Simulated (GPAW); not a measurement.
The system is TiO2.

```xyz
6
Lattice="4.5998 0.0000 0.0000 0.0000 4.5998 0.0000 0.0000 0.0000 2.9592" Properties=species:S:1:pos:R:3 pbc="T T T"
Ti    0.0000    0.0000    1.4796
Ti    2.2999    2.2999    0.0000
O     1.3998    1.3998    1.4796
O     3.2000    3.2000    1.4796
O     0.9001    3.6997    0.0000
O     3.6997    0.9001    0.0000
```

The cell is a database's computed one.

Base run:

| Property | Result |
| --- | --- |
| Program | GPAW 26.7.0 |
| Functional | MS2 |
| Potentials or basis | GPAW PAW data sets (gpaw-data 1.2.1) |
| Cutoff | 800 eV |
| Basis | pw |
| k mesh | 4 × 4 × 6 |
| Occupations | fermi-dirac, width 0.05 eV |
| Spin | no spin polarisation |

Its results: band gap on the k mesh 2.25 eV, direct; pressure 1.0 GPa; largest force 0.008 eV/Å.

Task: The run is repeated on the same cell with these changes: functional from MS2 to rSCAN. What comes out?

Result: Band gap on the k mesh 2.19 eV, direct; pressure -0.8 GPa; largest force 0.041 eV/Å.

Caveats: the PAW data sets were made with another functional, which shifts forces and pressure a little.

Not every run made on this cell is shown here.
